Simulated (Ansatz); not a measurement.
# BaTiO3, single point

BaTiO3 is taken as a measured crystal structure (space group R3m), 5 atoms in the cell. Sizeable forces remain on the atoms, so the positions aren't those of the computed minimum. Source: COD entry 9016152, which need not be the ambient phase.

The calculation used DFT, PBE+U, PAW, plane waves, scalar-relativistic (Ansatz development build ahead of 0.2.0).

Input file:

```yaml
crystal:
  lattice:
    - [2.82736578, 1.6323804, 2.31839281]
    - [-2.82736578, 1.6323804, 2.31839281]
    - [0.0, -3.26476079, 2.31839281]
  atoms:
    - { symbol: Ba, position: [0.0, 0.0, 0.0] }
    - { symbol: Ti, position: [0.4845, 0.4845, 0.4845], spin: 2.0 }
    - { symbol: O, position: [0.5086, 0.5086, 0.0175] }
    - { symbol: O, position: [0.0175, 0.5086, 0.5086] }
    - { symbol: O, position: [0.5086, 0.0175, 0.5086] }
magnetization:
  spin_polarized: true
  initial_magnetization: 2
  spin_locking: { lock_magnetization: hard }
hamiltonian:
  xc: pbe
  pseudopotentials: { kind: paw }
  hubbard: { sites: [{ species: Ti, l: d, u_eff: 6.6 }] }
basis:
  ecutwfc: 420
kpoints:
  mp_grid: { grid: [5, 5, 5] }
scf:
  occupations: { method: fermi_dirac, width: 0.03 }
  lower_state_search: "off"
  max_iter: 150
output:
  forces: true
  stress: true
```

Command:
```sh
ansatz run input.yaml --threads 2 --pin off --max-ram 5120MiB --backend cpu --events-out ev --progress --plain --runs-dir out
```

What the program printed (shortened):

```
Warning: output.stress: scf.convergence.dr2_threshold = 1e-7 eV (the SCF's general default) is looser than the 5e-10 eV advised for a printed stress (1e-10 eV for each atom of the cell: 5). [...]
Ba: projections on atomic orbitals take those of the free atom [Kr 4d10] 5s2 5p6 6s2, of charge +0.00 (hamiltonian.pseudopotentials.projection_atoms); the dataset's partial waves leave at most 9.7e-6 of an orbital's norm unspanned inside its sphere
Ti: projections on atomic orbitals take those of the free atom [Ne] 3s2 3p6 3d2 4s2, of charge +0.00 (hamiltonian.pseudopotentials.projection_atoms); the dataset's partial waves leave at most 4.1e-7 of an orbital's norm unspanned inside its sphere
O: projections on atomic orbitals take those of the free atom [He] 2s2 2p4, of charge +0.00 (hamiltonian.pseudopotentials.projection_atoms); the dataset's partial waves leave at most 1.9e-8 of an orbital's norm unspanned inside its sphere
Pseudopotentials: kind: paw
Pseudopotential: Ba, paw, valence charge 10, recommended cutoff 420 eV (normal), Ba.paw.azcp
Pseudopotential: Ti, paw, valence charge 12, recommended cutoff 420 eV (normal), Ti.paw.azcp
Pseudopotential: O, paw, valence charge 6, recommended cutoff 420 eV (normal), O.paw.azcp
Functional definition: PBE
Crystal: 5 atoms, lattice volume = 64.201 Å³
Basis set: ecut = 420 eV, 1237 PW (Γ), exchange–correlation on 54×54×54 points (8 copies of the dense FFT grid, shifted against one another)
Bands: 26, of which v1, the nominal top of the filled ones, is band 20 counted from 1 (19 counted from 0)
Symmetry: 6 space group operations
Space group: R3m (ITA 160), of the structure as read, at distance tolerance 4.0e-5 Å
Magnetic group: BNS 160.65 (UNI 1295), of the structure as read, at distance tolerance 4.0e-5 Å
k-points: 19 of 125 (time reversal used)
Non-local potential: Ba, projectors of the file, l = 0: 3, l = 1: 2, l = 2: 2, l = 3: 2
Non-local potential: Ti, projectors of the file, l = 0: 3, l = 1: 2, l = 2: 3, l = 3: 1
Non-local potential: O, projectors of the file, l = 0: 2, l = 1: 2, l = 2: 1
Initial density: superposition of atomic densities (chi_scale 0.1, normalization cell, long waves kept (reshape's long-wave potential 0.00 eV rms))
Starting moments: Σ|m| = 2 μB on 1 of 5 sites
Initial wavefunctions: pseudopotential atomic-orbital guess
Functional: x = pbe(κ = 0.804, μ = 0.2195149727645171), c = pbe(β = 0.06672455060314922)
SCF iter   1: F=—  HF=-10149.578795 eV  |F-HF|=—  |Δ(HF+E_count)|=         —  Δρ=5.06e-2 (↑3.38e-2 ↓5.06e-2)  dr2=1.46e0  dr2_m=7.04e-1  M=2.000 μB ∫|m|=2.002 μB  β_m=0.30  ethr=3.10e-3  ⟨swp⟩=9.0  Hψ=5813  notcnv=0
preconditioner: auto → Kerker (q_TF=auto, 2.521 Å⁻¹)  [metal: Δε(μ)=0.024 eV  Ē_g=13.057 eV  σ=0.030 eV  W_gap=0.19  n_scr=18 (ndim 8)  ℏωp=25.4 eV  f_vac=0.000  D(μ)=4.41/eV (n_scr^D=56)]
spin=Collinear: Kerker preconditioning applied to the charge; magnetization (m = ρ↑ − ρ↓) channel mixes plain (no charge-response kernel on spin).
SCF iter   2: F=—  HF=-10149.769689 eV  |F-HF|=—  |Δ(HF+E_count)|=   1.91e-1  Δρ=3.55e-2 (↑2.80e-2 ↓3.55e-2)  dr2=7.30e-1  dr2_m=4.40e-1  M=2.000 μB ∫|m|=2.000 μB  β_m=0.65  ethr=3.10e-3  ⟨swp⟩=2.2  Hψ=1483  notcnv=0  defer=29
SCF iter   3: F=—  HF=-10150.132478 eV  |F-HF|=—  |Δ(HF+E_count)|=   3.63e-1  Δρ=8.86e-3 (↑4.33e-3 ↓8.86e-3)  dr2=1.01e-1  dr2_m=7.38e-3  M=2.000 μB ∫|m|=2.002 μB  β_m=0.64  ethr=1.83e-3  ⟨swp⟩=4.2  Hψ=2400  notcnv=0  defer=29
SCF iter   4: F=—  HF=-10150.126663 eV  |F-HF|=—  |Δ(HF+E_count)|=   5.82e-3  Δρ=2.55e-3 (↑2.55e-3 ↓2.29e-3)  dr2=1.16e-2  dr2_m=1.38e-3  M=2.000 μB ∫|m|=2.005 μB  β_m=0.82  ethr=2.51e-4  ⟨swp⟩=4.0  Hψ=2030  notcnv=0  defer=27
SCF iter   5: F=—  HF=-10150.129421 eV  |F-HF|=—  |Δ(HF+E_count)|=   2.76e-3  Δρ=9.92e-4 (↑9.92e-4 ↓4.12e-4)  dr2=6.72e-4  dr2_m=1.32e-4  M=2.000 μB ∫|m|=2.006 μB  β_m=0.91  ethr=2.91e-5  ⟨swp⟩=2.8  Hψ=1903  notcnv=0  defer=27
SCF iter   6: F=—  HF=-10150.133605 eV  |F-HF|=—  |Δ(HF+E_count)|=   4.18e-3  Δρ=2.38e-3 (↑2.38e-3 ↓2.11e-4)  dr2=1.37e-3  dr2_m=8.34e-4  M=2.000 μB ∫|m|=2.006 μB  β_m=0.91  ethr=1.68e-6  ⟨swp⟩=2.3  Hψ=1905  notcnv=0  defer=27
SCF iter   7: F=—  HF=-10150.129858 eV  |F-HF|=—  |Δ(HF+E_count)|=   3.75e-3  Δρ=1.13e-3 (↑1.13e-3 ↓2.62e-4)  dr2=3.56e-4  dr2_m=1.92e-4  M=2.000 μB ∫|m|=2.006 μB  β_m=0.96  ethr=1.68e-6  ⟨swp⟩=1.8  Hψ=1078  notcnv=0  defer=27
SCF iter   8: F=—  HF=-10150.128860 eV  |F-HF|=—  |Δ(HF+E_count)|=   9.98e-4  Δρ=4.18e-4 (↑4.18e-4 ↓6.73e-5)  dr2=4.40e-5  dr2_m=2.68e-5  M=2.000 μB ∫|m|=2.006 μB  β_m=0.98  ethr=8.90e-7  ⟨swp⟩=2.5  Hψ=1501  notcnv=0  defer=27
SCF iter   9: F=—  HF=-10150.128675 eV  |F-HF|=—  |Δ(HF+E_count)|=   1.86e-4  Δρ=6.53e-5 (↑6.53e-5 ↓1.47e-5)  dr2=1.64e-6  dr2_m=5.85e-7  M=2.000 μB ∫|m|=2.006 μB  β_m=0.99  ethr=1.10e-7  ⟨swp⟩=2.2  Hψ=1564  notcnv=0  defer=27
SCF iter  10: F=—  HF=-10150.128670 eV  |F-HF|=—  |Δ(HF+E_count)|=   4.47e-6  Δρ=1.07e-5 (↑1.07e-5 ↓4.92e-6)  dr2=8.06e-8  dr2_m=1.51e-8  M=2.000 μB ∫|m|=2.006 μB  β_m=0.99  ethr=2.50e-10  ⟨swp⟩=4.3  Hψ=4553  notcnv=0
iter 11 did not close the SCF: its close was put off for a magnetic moment that had not settled (scf_convergence_deferred on its scf_iter line)
SCF iter  11: F=-10150.128670 eV  HF=-10150.128670 eV  |F-HF|=2.32e-8  |Δ(HF+E_count)|=   4.77e-8  Δρ=4.94e-6 (↑4.94e-6 ↓3.97e-6)  dr2=1.97e-8  dr2_m=3.54e-9  M=2.000 μB ∫|m|=2.006 μB  β_m=1.00  ethr=2.01e-10  ⟨swp⟩=4.3  Hψ=3439  notcnv=0
SCF iter  12: F=-10150.128670 eV  HF=-10150.128670 eV  |F-HF|=2.30e-9  |Δ(HF+E_count)|=   1.32e-8  Δρ=1.38e-6 (↑1.38e-6 ↓6.88e-7)  dr2=7.94e-10  dr2_m=2.55e-10  M=2.000 μB ∫|m|=2.006 μB  ethr=4.93e-11  ⟨swp⟩=2.4  Hψ=3520  notcnv=0
the last iteration of the SCF fills more bands at one k-point than at another: 20 at σ=↑ k=7 and 23 at σ=↑ k=0; 17 at σ=↓ k=0 and 20 at σ=↓ k=2 (a band counts as filled where it holds over half of its capacity, the bands of one level by their mean; [...]
The SCF converged. Along the directions that its mixing steps explored, a Ritz value of the dielectric operator 1 − χ₀K read negative at each of the last 4 readings (its real part and the size of its imaginary part sum to between -1.7 and -1.7).
SCF 1 converged in 12 iterations: F = -10150.128670 eV  dr2 = 7.94e-10
  greatest PAW one-centre occupation: 0.999 electrons in one spin orbital (limit 2), on the Ti atom at site 1 (counted from 0), in its partial waves of l = 0
No search for a lower state was made along the close's negative reading: the deck asks for none (scf.lower_state_search: off) (following: asked_to_warn; scf.lower_state_search in the input reference).
SCF converged after 12 iterations
Magnetization: 2.0000 μB (21.0000 up, 19.0000 down)
Absolute magnetization: 2.0051 μB (∫|ρ↑−ρ↓|, with the PAW one-centre terms)
Spin contamination: 0.0291 ħ² per cell (⟨S²⟩ above its minimum at these occupations)
Per-site moments (μB) at R_I (Å): [(0.0214, 1.1497), (0.6744, 0.7731), (0.2429, 0.7731), (0.2429, 0.7731), (0.2429, 0.7731)]
Free energy (F): -10150.128670 eV
Harris-Foulkes:  -10150.128670 eV  (|F-HF|=2.30e-9)
Internal energy: -10150.112560 eV  (E = F + TS)
E sigma→0 (E₀):  -10150.120615 eV
Entropy (-TS):   -0.016111 eV (-3.222 meV/atom)
Fermi energy:    11.929655 (↑ 14.070815, ↓ 9.788496) eV
--- Per-component energies (eV) ---
  E_band       = -125.484041
  E_kinetic    = 975.606701
  E_local      = -2130.421368  (includes V_loc(G=0)·N_el)
  E_nonlocal   = 208.908372
  E_hartree    = 838.001333
  E_xc         = -491.331804
  E_vxc        = -545.971709  (∫ρ·V_xc dr)
  E_hubbard    = 5.408968  (on-site DFT+U / exact-exchange correction)
  E_vhub       = 2.779645  (the Hubbard potential's part of the band-sum identity)
  E_paw        = -6747.077627  (= ΣΔE_a)
  E_vpaw       = -312.395562  (= ΣTr[D̂ρ^β])
  E_aug_tail   = 0.007373  (compensation charges beyond the density's cutoff)
  E_ewald      = -2809.214507
  E_smearing   = -0.016111  (= −TS)
  E_closure    = -0.000000  (closes the sum)
  Σ components = -10150.128670   (vs F -10150.128670, Δ=0.00e0)
--- Forces (eV/Å), atoms counted from 1 ---
  atom   1  Ba    -0.00000000    -0.00000000    -0.14824772
  atom   2  Ti     0.00000000     0.00000000     4.66433739
  atom   3  O      0.00000000     1.77841551    -1.50534887
  atom   4  O     -1.54015301    -0.88920775    -1.50534887
  atom   5  O      1.54015301    -0.88920775    -1.50534887
  max |Σ_I F_I| component: 4.31e-5 eV/Å
--- Stress (GPa, compression-positive) ---
       20.002823      -0.000000       0.000000
       -0.000000      20.002823      -0.000000
        0.000000      -0.000000      16.295006
  P = ⅓ Tr σ = 18.7669 GPa (187.669 kbar)
```

A static U favours moments and orbital order; the result depends on U and need not be the measured state. For a metal this mesh leaves errors of several meV/atom.

The run took 5.8 s on 2 threads of Arm Neoverse V2, on a shared host, peak memory 0.41 GiB.
